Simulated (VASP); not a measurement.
# Pt in VASP: notebook

One slab, Pt, is run at these levels: PBE+D3(BJ); tasks: single point.

Program: VASP 6.6.1. These are calculated values, not measurements. Logs are shortened: lines on timing, memory, paths and dates and some standing lists are left out, and cuts for length are marked.

## 1. The cell of the first run

The cell holds a slab with vacuum, 16 atoms: a = 5.556 Å, b = 5.556 Å, c = 23.805 Å, α = 90.00°, β = 90.00°, γ = 120.00°.

The slab is cut from a database's or a generator's crystal, which needn't be the stable form of the element.

## 2. Single point, PBE+D3(BJ) (clean slab, lower half held)

Input file INCAR:

```
SYSTEM = Pt
  ALGO = Fast
  DIPOL = 0.5 0.5 0.500
  EDIFF = 1E-6
  ENCUT = 520
  GGA = PE
  IDIPOL = 3
  ISIF = 2
  ISMEAR = 0
  IVDW = 12
  LASPH = .TRUE.
  LCHARG = .TRUE.
  LDIPOL = .TRUE.
  LELF = .TRUE.
  LREAL = Auto
  LVACPOTAV = .TRUE.
  LVHAR = .TRUE.
  LWAVE = .FALSE.
  NBANDS = 94
  NELM = 100
  PREC = Accurate
  SIGMA = 0.1
```

Input file KPOINTS:

```
k-points
0
G
  6 6 1
  0 0 0
```

Input file POSCAR:

```
Pt
1.0
    5.5558884610      0.0000000000      0.0000000000
   -2.7779442305      4.8115405478      0.0000000000
    0.0000000000      0.0000000000     23.8045458987
Pt
16
Direct
    0.3333333333      0.1666666667      0.3570746544
    0.3333333333      0.6666666667      0.3570746544
    0.8333333333      0.1666666667      0.3570746544
    0.8333333333      0.6666666667      0.3570746544
    0.6666666667      0.3333333333      0.4523582181
    0.6666666667      0.8333333333      0.4523582181
    0.1666666667      0.3333333333      0.4523582181
    0.1666666667      0.8333333333      0.4523582181
    0.0000000000      0.5000000000      0.5469984228
    0.0000000000      0.0000000000      0.5469984228
    0.5000000000      0.5000000000      0.5469984228
    0.5000000000      0.0000000000      0.5469984228
    0.3333333333      0.6666666667      0.6433683873
    0.3333333333      0.1666666667      0.6433683873
    0.8333333333      0.6666666667      0.6433683873
    0.8333333333      0.1666666667      0.6433683873
```

Potentials or basis: VASP PAW PBE potentials, release 64 (Pt).

Run with:

```console
$ cat potpaw_PBE.64/Pt/POTCAR > POTCAR
$ mpirun -np 1 vasp_std > vasp.out
```

OUTCAR:

```text
SYSTEM = Pt
   EDIFF = 1E-6
   ENCUT = 520
   GGA = PE
   ISIF = 2
   ISMEAR = 0
   IVDW = 12
   LASPH = .TRUE.
   LREAL = Auto
   NELM = 100
   PREC = Accurate
 IVDW          = 12

 ion  position               nearest neighbor table
   1  0.333  0.167  0.357-   7 2.78   8 2.78   5 2.78   4 2.78   2 2.78   2 2.78   4 2.78   3 2.78
                             3 2.78
   2  0.333  0.667  0.357-   8 2.78   7 2.78   6 2.78   3 2.78   1 2.78   1 2.78   3 2.78   4 2.78
                             4 2.78
   3  0.833  0.167  0.357-   5 2.78   6 2.78   7 2.78   4 2.78   2 2.78   4 2.78   2 2.78   1 2.78
                             1 2.78
   4  0.833  0.667  0.357-   6 2.78   5 2.78   8 2.78   3 2.78   1 2.78   3 2.78   1 2.78   2 2.78
                             2 2.78
   5  0.667  0.333  0.452-  12 2.77   9 2.77  11 2.77   3 2.78   4 2.78   1 2.78   8 2.78   6 2.78
                             6 2.78   8 2.78   7 2.78   7 2.78
   6  0.667  0.833  0.452-  11 2.77  10 2.77  12 2.77   4 2.78   3 2.78   2 2.78   7 2.78   5 2.78
                             5 2.78   7 2.78   8 2.78   8 2.78
   7  0.167  0.333  0.452-  10 2.77  11 2.77   9 2.77   1 2.78   2 2.78   3 2.78   8 2.78   6 2.78
                             8 2.78   6 2.78   5 2.78   5 2.78
   8  0.167  0.833  0.452-   9 2.77  12 2.77  10 2.77   2 2.78   1 2.78   4 2.78   7 2.78   5 2.78
                             7 2.78   5 2.78   6 2.78   6 2.78
   9  0.000  0.500  0.547-   8 2.77   5 2.77   7 2.77  10 2.78  12 2.78  10 2.78  12 2.78  11 2.78
[... 22 lines left out ...]
 A1 = (   5.5558884610,   0.0000000000,   0.0000000000)
 A2 = (  -2.7779442305,   4.8115405478,   0.0000000000)
 A3 = (   0.0000000000,   0.0000000000,  23.8045458987)

Analysis of symmetry for initial positions (statically):
=====================================================================
 Subroutine PRICEL returns following result:

  LATTYP: Found a hexagonal cell.
 ALAT       =     2.7779442305
 C/A-ratio  =     8.5691230361

  Lattice vectors:

 A1 = (   2.7779442305,   0.0000000000,   0.0000000000)
 A2 = (  -1.3889721153,   2.4057702739,   0.0000000000)
 A3 = (   0.0000000000,   0.0000000000,  23.8045458987)

   4 primitive cells build up your supercell.

 Routine SETGRP: Setting up the symmetry group for a
 hexagonal supercell.

 Subroutine GETGRP returns: Found  6 space group operations
 (whereof  6 operations were pure point group operations)
 out of a pool of 24 trial point group operations.

The static configuration has the point symmetry C_3v.

Analysis of symmetry for dynamics (positions and initial velocities):
=====================================================================
 Subroutine PRICEL returns following result:

  LATTYP: Found a hexagonal cell.
 ALAT       =     2.7779442305
 C/A-ratio  =     8.5691230361

  Lattice vectors:

 A1 = (   2.7779442305,   0.0000000000,   0.0000000000)
 A2 = (  -1.3889721153,   2.4057702739,   0.0000000000)
 A3 = (   0.0000000000,   0.0000000000,  23.8045458987)

   4 primitive cells build up your supercell.

 Routine SETGRP: Setting up the symmetry group for a
 hexagonal supercell.

 Subroutine GETGRP returns: Found  6 space group operations
 (whereof  6 operations were pure point group operations)
 out of a pool of 24 trial point group operations.

The dynamic configuration has the point symmetry C_3v.

 Subroutine INISYM returns: Found  6 space group operations
 (whereof  6 operations are pure point group operations),
 and found     4 'primitive' translations

----------------------------------------------------------------------------------------

                                     Primitive cell

  volume of cell :     159.0881

  direct lattice vectors                    reciprocal lattice vectors
     2.777944231  0.000000000  0.000000000     0.359978429  0.207833643  0.000000000
    -1.388972115  2.405770274  0.000000000     0.000000000  0.415667286  0.000000000
     0.000000000  0.000000000 23.804545899     0.000000000  0.000000000  0.042008783

  length of vectors
     2.777944231  2.777944230 23.804545899     0.415667286  0.415667286  0.042008783

  position of ions in fractional coordinates (direct lattice)
     0.666666667  0.333333333  0.357074654
     0.333333333  0.666666667  0.452358218
     1.000000000  0.000000000  0.546998423
     0.666666667  0.333333333  0.643368387

  ion indices of the primitive-cell ions
   primitive index   ion index
                 1           1
                 2           7
                 3          12
                 4          14

----------------------------------------------------------------------------------------

 KPOINTS: k-points

Automatic generation of k-mesh.
 Grid dimensions read from file:
 generate k-points for:    6    6    1

 Generating k-lattice:

  Cartesian coordinates                     Fractional coordinates (reciprocal lattice)
     0.029998202  0.017319470  0.000000000     0.166666667  0.000000000  0.000000000
     0.000000000  0.034638940  0.000000000     0.000000000  0.166666667  0.000000000
     0.000000000  0.000000000  0.042008783     0.000000000  0.000000000  1.000000000

  Length of vectors
     0.034638940  0.034638940  0.042008783

  Shift w.r.t. Gamma in fractional coordinates (k-lattice)
     0.000000000  0.000000000  0.000000000

 Subroutine IBZKPT returns following result:
 ===========================================

 Found      7 irreducible k-points:

 Following reciprocal coordinates:
            Coordinates               Weight
  0.000000  0.000000  0.000000      1.000000
  0.166667 -0.000000  0.000000      6.000000
  0.333333  0.000000  0.000000      6.000000
  0.500000  0.000000  0.000000      3.000000
  0.166667  0.166667  0.000000      6.000000
  0.333333  0.166667  0.000000     12.000000
  0.333333  0.333333  0.000000      2.000000
   k-points           NKPTS =      7   k-points in BZ     NKDIM =      7   number of bands    NBANDS=     94
   number of dos      NEDOS =    301   number of ions     NIONS =     16
   total plane-waves  NPLWV = 317520
   dimension x,y,z NGX =    42 NGY =   42 NGZ =  180
   dimension x,y,z NGXF=    84 NGYF=   84 NGZF=  360
   ions per type =              16
   NGX,Y,Z   is equivalent  to a cutoff of  12.57, 12.57, 12.57 a.u.
   NGXF,Y,Z  is equivalent  to a cutoff of  25.13, 25.13, 25.14 a.u.
 SYSTEM =  Pt
   PREC   = accura    normal or accurate (medium, high low for compatibility)
   ISTART =      0    job   : 0-new  1-cont  2-samecut
   ICHARG =      2    charge: 1-file 2-atom 10-const
   ISPIN  =      1    spin polarized calculation?
   LNONCOLLINEAR =      F non collinear calculations
   LSORBIT =      F    spin-orbit coupling
   LASPH  =      T    aspherical Exc in radial PAW
   ENCUT  =  520.0 eV  38.22 Ry    6.18 a.u.  10.33 10.33 44.26*2*pi/ulx,y,z
   NELM   =    100;   NELMIN=  2; NELMDL= -5     # of ELM steps
   EDIFF  = 0.1E-05   stopping-criterion for ELM
   LREAL  =      T    real-space projection
   EDIFFG = 0.1E-04   stopping-criterion for IOM
   NSW    =      0    number of steps for IOM
   IBRION =     -1    ionic relax: 0-MD 1-quasi-New 2-CG
   NFREE  =      0    steps in history (QN), initial steepest desc. (CG)
   ISIF   =      2    stress and relaxation
   ISYM   =      2    0-nonsym 1-usesym 2-fastsym
   POTIM  = 0.5000    time-step for ionic-motion
   TEBEG  =    0.0;   TEEND  =   0.0 temperature during run
   PSTRESS=    0.0 pullay stress
   NELECT =     160.0000    total number of electrons
   NUPDOWN=      -1.0000    fix difference up-down
   EMIN   =  10.00;   EMAX   =-10.00  energy-range for DOS
   EFERMI =   0.00;   METHOD = LEGACY
   ISMEAR =     0;   SIGMA  =   0.10  broadening in eV -4-tet -1-fermi 0-gaus
   EFERMI_NEDOS =   21; number of points for ismear=-14 and -15
   IALGO  =     68    algorithm
   IMIX   =      4    mixing-type and parameters
     AMIX     =   0.40;   BMIX     =  1.00
     AMIX_MAG =   1.60;   BMIX_MAG =  1.00
  volume/ion in A,a.u.               =      39.77       268.39
  Fermi-wavevector in a.u.,A,eV,Ry     =   1.033274  1.952605 14.526339  1.067656
  Thomas-Fermi vector in A             =   2.167513
   LORBIT       =      0    0 simple, 1 ext, 2 COOP (PROOUT), +10 PAW based schemes
   GGA     = PE    functional components
   LHFCALC =     F    Hartree Fock is set to
   AEXX    =    0.0000 exact exchange contribution
   IVDW    =    12    specifies the selected vdW correction
   LEPSILON=     F    determine dielectric tensor
   LRPA    =     F    only Hartree local field effects (RPA)
 non-spin polarized calculation
 RMM-DIIS sequential band-by-band and
 Gauss-broadening in eV      SIGMA  =   0.10
  energy-cutoff  :      520.00
  volume of cell :      636.35
 maximum number of plane-waves:     17183
 NGX is ok and might be reduce to    42
   NGX = 21   NGY = 21   NGZ = 89

 dipolmoment           0.000000      0.000000     -0.001344 electrons x Angstroem

 number of electron     160.0000010 magnetization

 dipolmoment           0.000000      0.000000      0.003412 electrons x Angstroem

 Free energy of the ion-electron system (eV)
  ---------------------------------------------------
  ext. energy  EPLUGINS =         0.00000000
  ---------------------------------------------------
  free energy    TOTEN  =       -92.97692408 eV

  energy without entropy =      -92.85846164  energy(sigma->0) =      -92.91769286

 E-fermi :   0.6726     XC(G=0):  -5.9288

 val. band max:        0.5996151842   @ k =   0.3333   0.1667   0.0000
 cond. band min:       0.6734720290   @ k =   0.0000   0.0000   0.0000
 fundamental gap:      0.0738568448
 Fermi energy:         0.6726293452

 k-point     1 :       0.0000    0.0000    0.0000
  band No.  band energies     occupation
      1      -8.8986      2.00000
      2      -7.5301      2.00000
      3      -6.4020      2.00000
      4      -6.3496      2.00000
      5      -6.1287      2.00000
      6      -6.1287      2.00000
[... 654 lines left out ...]
     91       3.6408      0.00000
     92       3.6408      0.00000
 [bands above 92 left out]

------------------------ aborting loop because EDIFF is reached ----------------------------------------

 Edisp (eV)   -9.21425

 E8    (eV) :    -4.3740

  FORCE on cell =-STRESS in cart. coord.  units (eV):
  Direction    XX          YY          ZZ          XY          YZ          ZX
  --------------------------------------------------------------------------------------
  -------------------------------------------------------------------------------------
  Total     -16.92283   -16.92283     1.15422     0.00000    -0.00000     0.00000
  in kB     -42.60749   -42.60749     2.90604     0.00000    -0.00000     0.00000
  external pressure =      -27.44 kB  Pullay stress =        0.00 kB

 VOLUME and BASIS-vectors are now :
 -----------------------------------------------------------------------------
  energy-cutoff  :      520.00
  volume of cell :      636.35
      direct lattice vectors                 reciprocal lattice vectors
     5.555888461  0.000000000  0.000000000     0.179989215  0.103916821  0.000000000
    -2.777944231  4.811540548  0.000000000     0.000000000  0.207833643  0.000000000
     0.000000000  0.000000000 23.804545899     0.000000000  0.000000000  0.042008783

 POSITION                                       TOTAL-FORCE (eV/Angst)
 -----------------------------------------------------------------------------------
      1.38897      0.80192      8.50000         0.000000     -0.000000     -0.169473
     -0.00000      3.20769      8.50000         0.000000     -0.000000     -0.169473
      4.16692      0.80192      8.50000        -0.000000     -0.000000     -0.169473
      2.77794      3.20769      8.50000        -0.000000      0.000000     -0.169473
      2.77794      1.60385     10.76818         0.000000     -0.000000      0.184762
      1.38897      4.00962     10.76818         0.000000     -0.000000      0.184762
[... 8 lines left out ...]
      2.77794      3.20769     15.31509         0.000000      0.000000     -0.005456
      4.16692      0.80192     15.31509        -0.000000      0.000000     -0.005456
 -----------------------------------------------------------------------------------
    total drift:                                0.000000     -0.000000     -0.050085

  FREE ENERGIE OF THE ION-ELECTRON SYSTEM (eV)
  ---------------------------------------------------
  free  energy   TOTEN  =      -102.1911692234 eV

  energy  without entropy=     -102.0727067811  energy(sigma->0) =     -102.13193800

 vacuum level on the upper side and lower side of the slab         6.387         6.371
```

Wall time 13 min (1 thread of Intel Xeon Platinum 8375C at 2.90GHz (Ice Lake), shared host); peak memory 0.76 GiB.

Results:

| Quantity | Value |
| --- | --- |
| Free energy | -102.1912 eV |
| Largest force | 0.185 eV/Å |
| Band gap on the k mesh | none (metal or under the smearing width) |
| Dispersion energy per atom | -0.576 eV |
| Work function of the upper face | 5.71 eV |
| Work function of the lower face | 5.70 eV |

Forces in eV/Å, atoms in the order of the input:
```
Pt   0.000  0.000 -0.169
Pt   0.000  0.000 -0.169
Pt   0.000  0.000 -0.169
Pt   0.000  0.000 -0.169
Pt   0.000  0.000  0.185
Pt   0.000  0.000  0.185
Pt   0.000  0.000  0.185
Pt   0.000  0.000  0.185
Pt   0.000  0.000 -0.010
Pt   0.000  0.000 -0.010
Pt   0.000  0.000 -0.010
Pt   0.000  0.000 -0.010
Pt   0.000  0.000 -0.005
Pt   0.000  0.000 -0.005
Pt   0.000  0.000 -0.005
Pt   0.000  0.000 -0.005
```

Spin-orbit coupling is left out, which matters for the levels of Pt.

(Part 1 of 2 ends here.)
